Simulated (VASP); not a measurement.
# Y (Im-3m) in VASP: further runs

The runs below take Y through single point, relaxation of cell and atoms, with PBE.

All numbers are computed with VASP 6.6.1; they aren't measurements. Logs are shortened: lines on timing, memory, paths and dates and some standing lists are left out, and cuts for length are marked.

## 1. Starting point

The structure is cubic, space group Im-3m (No. 229). The conventional cell has a = 4.042 Å, b = 4.042 Å, c = 4.042 Å, α = 90.00°, β = 90.00°, γ = 90.00°. Y (site symmetry m-3m) has 8 Y at 3.50 Å as nearest neighbours.

The cell was built by a generator and needn't be a form met in nature.

## 2. Single point, PBE

File INCAR:

```
SYSTEM = Y
PREC = Accurate
ENCUT = 520
EDIFF = 1E-6
ISMEAR = 0
SIGMA = 0.1
LREAL = .FALSE.
LASPH = .TRUE.
NELM = 100
ALGO = Fast
ISIF = 2
LWAVE = .FALSE.
LCHARG = .FALSE.
GGA = PE
NBANDS = 12
```

File KPOINTS:

```
Automatic mesh
0
G
  6 6 6
  0 0 0
```

File POSCAR:

```
Y
1.0
   -2.0211307783      2.0211307783      2.0211307783
    2.0211307783     -2.0211307783      2.0211307783
    2.0211307783      2.0211307783     -2.0211307783
Y
1
Direct
    0.0000000000      0.0000000000      0.0000000000
```

Potentials or basis: VASP PAW PBE potentials, release 64 (Y_sv).

Launch:

```bash
> cat potpaw_PBE.64/Y_sv/POTCAR > POTCAR
> mpirun -np 1 vasp_std > vasp.out
```

OUTCAR:

```text
SYSTEM = Y
   PREC = Accurate
   ENCUT = 520
   EDIFF = 1E-6
   ISMEAR = 0
   LREAL = .FALSE.
   LASPH = .TRUE.
   NELM = 100
   ISIF = 2
   GGA = PE

 ion  position               nearest neighbor table
   1  0.000  0.000  0.000-

  LATTYP: Found a body centered cubic cell.
 ALAT       =     4.0422615566

  Lattice vectors:

 A1 = (  -2.0211307783,   2.0211307783,   2.0211307783)
 A2 = (   2.0211307783,  -2.0211307783,   2.0211307783)
 A3 = (   2.0211307783,   2.0211307783,  -2.0211307783)

Analysis of symmetry for initial positions (statically):
=====================================================================
 Subroutine PRICEL returns:
 Original cell was already a primitive cell.

 Routine SETGRP: Setting up the symmetry group for a
 body centered cubic supercell.

 Subroutine GETGRP returns: Found 48 space group operations
 (whereof 48 operations were pure point group operations)
 out of a pool of 48 trial point group operations.

The static configuration has the point symmetry O_h .

Analysis of symmetry for dynamics (positions and initial velocities):
=====================================================================
 Subroutine PRICEL returns:
 Original cell was already a primitive cell.

 Routine SETGRP: Setting up the symmetry group for a
 body centered cubic supercell.

 Subroutine GETGRP returns: Found 48 space group operations
 (whereof 48 operations were pure point group operations)
 out of a pool of 48 trial point group operations.

The dynamic configuration has the point symmetry O_h .

 Subroutine INISYM returns: Found 48 space group operations
 (whereof 48 operations are pure point group operations),
 and found     1 'primitive' translations

----------------------------------------------------------------------------------------

                                     Primitive cell

  volume of cell :      33.0250

  direct lattice vectors                    reciprocal lattice vectors
    -2.021130778  2.021130778  2.021130778     0.000000000  0.247386268  0.247386268
     2.021130778 -2.021130778  2.021130778     0.247386268  0.000000000  0.247386268
     2.021130778  2.021130778 -2.021130778     0.247386268  0.247386268  0.000000000

  length of vectors
     3.500701197  3.500701197  3.500701197     0.349857015  0.349857015  0.349857015

  position of ions in fractional coordinates (direct lattice)
     0.000000000  0.000000000  0.000000000

[... 73 lines left out ...]
   ISYM   =      2    0-nonsym 1-usesym 2-fastsym
   POTIM  = 0.5000    time-step for ionic-motion
   TEBEG  =    0.0;   TEEND  =   0.0 temperature during run
   PSTRESS=    0.0 pullay stress
   NELECT =      11.0000    total number of electrons
   NUPDOWN=      -1.0000    fix difference up-down
   EMIN   =  10.00;   EMAX   =-10.00  energy-range for DOS
   EFERMI =   0.00;   METHOD = LEGACY
   ISMEAR =     0;   SIGMA  =   0.10  broadening in eV -4-tet -1-fermi 0-gaus
   EFERMI_NEDOS =   21; number of points for ismear=-14 and -15
   IALGO  =     68    algorithm
   IMIX   =      4    mixing-type and parameters
     AMIX     =   0.40;   BMIX     =  1.00
     AMIX_MAG =   1.60;   BMIX_MAG =  1.00
  volume/ion in A,a.u.               =      33.03       222.86
  Fermi-wavevector in a.u.,A,eV,Ry     =   1.134814  2.144487 17.521618  1.287803
  Thomas-Fermi vector in A             =   2.271518
   LORBIT       =      0    0 simple, 1 ext, 2 COOP (PROOUT), +10 PAW based schemes
   GGA     = PE    functional components
   LHFCALC =     F    Hartree Fock is set to
   AEXX    =    0.0000 exact exchange contribution
   IVDW    =     0    specifies the selected vdW correction
   LEPSILON=     F    determine dielectric tensor
   LRPA    =     F    only Hartree local field effects (RPA)
 non-spin polarized calculation
 RMM-DIIS sequential band-by-band and
 Gauss-broadening in eV      SIGMA  =   0.10
  energy-cutoff  :      520.00
  volume of cell :       33.03
 maximum number of plane-waves:       935
 NGX is ok and might be reduce to    28

 number of electron      11.0000001 magnetization

 Free energy of the ion-electron system (eV)
  ---------------------------------------------------
  ext. energy  EPLUGINS =         0.00000000
  ---------------------------------------------------
  free energy    TOTEN  =        -6.30934964 eV

  energy without entropy =       -6.29075548  energy(sigma->0) =       -6.30005256

 E-fermi :   3.1393     XC(G=0):  -9.4097

 val. band max:        3.0860363369   @ k =   0.5000   0.5000   0.1667
 cond. band min:       3.1841168121   @ k =   0.3333   0.1667   0.0000
 fundamental gap:      0.0980804752
 Fermi energy:         3.1393417417

 k-point     1 :       0.0000    0.0000    0.0000
  band No.  band energies     occupation
      1     -39.7608      2.00000
      2     -19.4608      2.00000
      3     -19.4608      2.00000
      4     -19.4608      2.00000
      5      -1.6963      2.00000
      6       4.7656      0.00000
      7       4.7656      0.00000
      8       4.7656      0.00000
      9       6.6730      0.00000
     10       6.6730      0.00000
     11      13.3411      0.00000
     12      13.3411      0.00000
[... 211 lines left out ...]
 k-point    16 :       0.5000    0.5000    0.5000
  band No.  band energies     occupation
      1     -39.6472      2.00000
      2     -19.8357      2.00000
      3     -19.8357      2.00000
      4     -19.8357      2.00000
      5       1.6651      2.00000
      6       1.6651      2.00000
      7       8.3517      0.00000
      8       8.3517      0.00000
      9       8.3517      0.00000
     10       8.5298      0.00000
     11       8.5298      0.00000
     12       8.5298      0.00000

------------------------ aborting loop because EDIFF is reached ----------------------------------------

  FORCE on cell =-STRESS in cart. coord.  units (eV):
  Direction    XX          YY          ZZ          XY          YZ          ZX
  --------------------------------------------------------------------------------------
  -------------------------------------------------------------------------------------
  Total        0.0141786      0.0141786      0.0141786     -0.0000000      0.0000000      0.0000000
  in kB        0.6878605      0.6878605      0.6878605     -0.0000000      0.0000000      0.0000000
  external PRESSURE =       0.6878605 kB  Pullay stress =       0.0000000 kB

 VOLUME and BASIS-vectors are now :
 -----------------------------------------------------------------------------
  energy-cutoff  :      520.00
  volume of cell :       33.03
      direct lattice vectors                 reciprocal lattice vectors
    -2.021130778  2.021130778  2.021130778     0.000000000  0.247386268  0.247386268
     2.021130778 -2.021130778  2.021130778     0.247386268  0.000000000  0.247386268
     2.021130778  2.021130778 -2.021130778     0.247386268  0.247386268  0.000000000

 POSITION                                       TOTAL-FORCE (eV/Angst)
 -----------------------------------------------------------------------------------
      0.00000      0.00000      0.00000         0.000000      0.000000      0.000000
 -----------------------------------------------------------------------------------
    total drift:                                0.000000      0.000000      0.000000

  FREE ENERGIE OF THE ION-ELECTRON SYSTEM (eV)
  ---------------------------------------------------
  free  energy   TOTEN  =        -6.3093496390 eV

  energy  without entropy=       -6.2907554817  energy(sigma->0) =       -6.30005256
```

stdout:

```text
POSCAR found type information on POSCAR Y
 POSCAR found :  1 types and       1 ions
 scaLAPACK will be used
 LDA part: xc-table for (Slater+PW92), standard interpolation
 POSCAR, INCAR and KPOINTS ok, starting setup
 FFT: planning ... GRIDC
 FFT: planning ... GRID_SOFT
 FFT: planning ... GRID
 WAVECAR not read
 entering main loop
WARNING in EDDRMM: call to ZHEGV failed, returncode =   6  3      5
```

Wall time 13 s (1 thread of AMD EPYC 9R14 (Zen 4), shared host); peak memory 0.13 GiB.

Results:

* Free energy: -6.3093 eV
* Pressure: 0.1 GPa
* Band gap on the k mesh: none (metal or under the smearing width)

Caveat: the k mesh is coarse (spacing up to 0.37 Å⁻¹), so the values aren't converged.

## 3. Relaxation of cell and atoms, PBE

File INCAR:

```
PREC = Accurate
ENCUT = 600
EDIFF = 1E-7
ISMEAR = 0
SIGMA = 0.1
LREAL = False
LASPH = True
NELM = 100
ALGO = Normal
ISIF = 3
LWAVE = False
LCHARG = False
GGA = PE
IBRION = 2
NSW = 90
EDIFFG = -0.04
```

File KPOINTS:

```
Automatic mesh
0
Gamma
  6 6 6
```

POSCAR is that of step 2.

Potentials or basis: VASP PAW PBE potentials, release 64 (Y_sv).

Launch:

```bash
> cat potpaw_PBE.64/Y_sv/POTCAR > POTCAR
> mpirun -np 1 vasp_std > vasp.out
```

It used 6.6 s of CPU time on 1 thread of AMD EPYC 9R14 (Zen 4) (shared host), which was overloaded at the time.

The run converged. Its results:

| Property | Result |
| --- | --- |
| Free energy | -6.3094 eV |
| Pressure after relaxing | 0.1 GPa |
| Band gap on the k mesh | none (metal or under the smearing width) |

Final structure:
```
Y
1.0
    -2.02113    2.02113    2.02113
     2.02113   -2.02113    2.02113
     2.02113    2.02113   -2.02113
Y
1
Direct
  0.00000 0.00000 0.00000
```

Levels at points of the mesh, in eV from the Fermi level:
```tsv
k point	band 2	band 3	band 4	band 5	band 6	band 7	band 8	band 9
(0.00, 0.00, 0.00)	-22.60	-22.60	-22.60	-4.84	1.63	1.63	1.63	3.53
(0.50, 0.00, 0.00)	-23.14	-22.77	-22.60	-2.01	0.15	0.69	3.46	4.10
(0.50, 0.50, 0.50)	-22.98	-22.98	-22.98	-1.47	-1.47	5.21	5.21	5.21
```

Caveat: the k mesh is coarse (spacing up to 0.37 Å⁻¹), so the values aren't converged; the relaxation stopped at its first step, so nothing moved.

## 4. Single point, PBE

This run uses another cell than the first one: it holds 3 atoms, not 1.

File INCAR:

```
SYSTEM = Y
ALGO = Normal
EDIFF = 1E-6
ENCUT = 520
GGA = PE
ISIF = 2
ISMEAR = 0
LASPH = .True.
LCHARG = .True.
LELF = .True.
LREAL = .False.
LVHAR = .True.
LWAVE = .False.
NBANDS = 24
NELM = 100
PREC = Accurate
SIGMA = 0.1
```

File KPOINTS:

```
k-points
0
Gamma
  6 6 4
  0 0 0
```

File POSCAR:

```
Y
1.0
    5.6866278702      0.0000000001      0.0000000000
   -2.8433139352      4.9247641974      0.0000000000
    0.0000000000      0.0000000000      3.5371491635
Y
3
Direct
    0.3333470967      0.0000000000      0.3333333333
    0.0000000000      0.3333470967      0.6666666667
    0.6666529033      0.6666529033      0.0000000000
```

Launch:

```bash
> cat potpaw_PBE.64/Y_sv/POTCAR > POTCAR
> mpirun -np 1 vasp_std > vasp.out
```

Wall time 59 s (1 thread of AMD EPYC 9R14 (Zen 4), shared host); peak memory 0.2 GiB.

It converged, with:

```yaml
Free_energy: -18.9624 eV
Pressure: 0.0 GPa
Band_gap_on_the_k_mesh: none (metal or under the smearing width)
```

Stress tensor (GPa, compression positive):
```
 0.02  0.00  0.00
 0.00  0.02  0.00
 0.00  0.00 -0.10
```

Levels at points of the mesh, in eV from the Fermi level:
```csv
k point,band 14,band 15,band 16,band 17,band 18,band 19,band 20,band 21
"(0.00, 0.00, 0.00)",-0.53,-0.53,-0.13,-0.13,-0.13,-0.13,1.61,1.61
"(0.50, 0.00, 0.00)",-2.91,-1.95,0.21,0.54,0.54,0.78,0.78,0.79
"(0.00, 0.00, 0.50)",-1.57,-1.43,-1.43,0.00,0.00,0.00,0.00,3.97
"(0.50, 0.00, 0.50)",-0.94,-0.94,-0.45,-0.45,0.18,0.70,0.76,0.76
```

Caveat: the k mesh is coarse (spacing up to 0.44 Å⁻¹), so the values aren't converged.

## 5. Relaxation of cell and atoms, PBE

This run uses another cell than the first one: it holds 3 atoms, not 1.

File INCAR:

```
SYSTEM = Y
PREC = Accurate
ENCUT = 600
EDIFF = 1E-6
ISMEAR = 0
SIGMA = 0.1
LREAL = .FALSE.
LASPH = .TRUE.
NELM = 100
ALGO = Fast
ISIF = 3
LWAVE = .FALSE.
LCHARG = .FALSE.
GGA = PE
IBRION = 2
NSW = 90
EDIFFG = -0.04
```

File KPOINTS:

```
Automatic mesh
0
G
  6 6 4
  0 0 0
```

File POSCAR:

```
Y
1.0
    4.7109923454      0.0000000000      0.0000000000
   -2.3554961728      4.0798390482      0.0000000000
    0.0000000000      0.0000000000      5.3447785157
Y
3
Direct
    0.2254000000      0.0000000000      0.3333333333
    0.0000000000      0.2254000000      0.6666666667
    0.7746000000      0.7746000000      0.0000000000
```

Launch:

```bash
> cat potpaw_PBE.64/Y_sv/POTCAR > POTCAR
> mpirun -np 1 vasp_std > vasp.out
```

Wall time 48 min (1 thread of AMD EPYC 9R14 (Zen 4), shared host); peak memory 0.33 GiB.

Results (log left out):

```yaml
Free_energy: -19.2279 eV
Relaxed_volume: 32.28 Å³/atom
Relaxed_cell: a = 3.582 Å, b = 3.582 Å, c = 8.716 Å, α = 90.00°, β = 90.00°, γ = 120.00°
Space_group_after_relaxing_to_0.05_Å: Fm-3m (No. 225)
Energy_gained_by_relaxing: 1567.8 meV/atom
Ionic_steps: 22
Pressure_after_relaxing: -0.1 GPa
Band_gap_on_the_k_mesh: none (metal or under the smearing width)
```

Forces in eV/Å, atoms in the order of the input:
```
Y   -0.002  0.000  0.000
Y    0.001 -0.002  0.000
Y    0.001  0.002  0.000
```

The path:
```tsv
step	energy change (eV)	largest force (eV/Å)	pressure (GPa)	volume (Å³)
1	0.0000	3.0482	1.24	102.73
2	-1.3722	2.1375	-0.42	106.51
3	-2.5429	0.0200	-2.27	114.30
4	-2.5930	0.0878	-2.55	115.38
5	-2.6726	0.2340	-3.02	117.44
6	-3.9653	0.2458	0.55	98.09
7	16.5346	0.0833	197.52	40.77
8	-3.9606	0.0919	1.72	94.91
9	-4.3490	0.1164	5.54	86.55
10	-4.5281	0.1084	3.74	89.48
11	-4.5910	0.1064	3.92	88.74
12	-4.6866	0.1009	-0.13	97.12
13	-4.6870	0.1009	0.05	96.61
14	-4.6869	0.1009	0.13	96.44
15	-4.6892	0.0955	0.06	96.60
16	-4.6909	0.0882	-0.01	96.84
17	-4.6910	0.0863	-0.05	96.91
18	-4.6933	0.0772	0.00	96.87
19	-4.6987	0.0524	0.04	96.73
20	-4.7032	0.0038	0.15	96.46
21	-4.7019	0.0053	-0.39	97.93
22	-4.7034	0.0021	-0.11	96.84
```

Final structure:
```
CELL_PARAMETERS angstrom
3.58170 0.00000 0.00000
-1.79085 3.10184 0.00000
0.00000 0.00000 8.71646
ATOMIC_POSITIONS crystal
Y 0.33379 0.00000 0.33333
Y 0.00000 0.33379 0.66667
Y 0.66621 0.66621 0.00000
```

Levels at points of the mesh, in eV from the Fermi level:
| k point | band 15 | band 16 | band 17 | band 18 | band 19 | band 20 |
| --- | --- | --- | --- | --- | --- | --- |
| (0.00, 0.00, 0.00) | -2.65 | 0.49 | 0.49 | 1.76 | 1.84 | 1.85 |
| (0.50, 0.00, 0.00) | -1.51 | -0.90 | 0.04 | 0.04 | 1.13 | 1.13 |
| (0.00, 0.00, 0.50) | -1.99 | 0.66 | 1.18 | 1.18 | 1.60 | 1.60 |
| (0.50, 0.00, 0.50) | -1.44 | -0.55 | -0.55 | 0.61 | 1.20 | 1.20 |

## 6. Summary

```tsv
task	cell	k mesh	cutoff (eV)	mesh quality	gap on the mesh (eV)	pressure (GPa)
single point	Im-3m, 33.03 Å³/atom	6 × 6 × 6	520	coarse	none	0.1
relaxation of cell and atoms	relaxed	6 × 6 × 6	600	coarse	none	0.1
single point	R-3m, 33.02 Å³/atom	6 × 6 × 4	520	coarse	none	0.0
relaxation of cell and atoms	relaxed	6 × 6 × 4	600	not flagged	none	-0.1
```

Alike in all rows: level PBE; potentials or basis VASP PAW PBE potentials, release 64 (Y_sv); no spin polarisation; smearing gaussian 0.1 eV.

Caveats: some runs use coarse meshes; the relaxation stopped at its first step, so nothing moved (some runs).

Absolute energies hang on the potentials; compare differences alone.
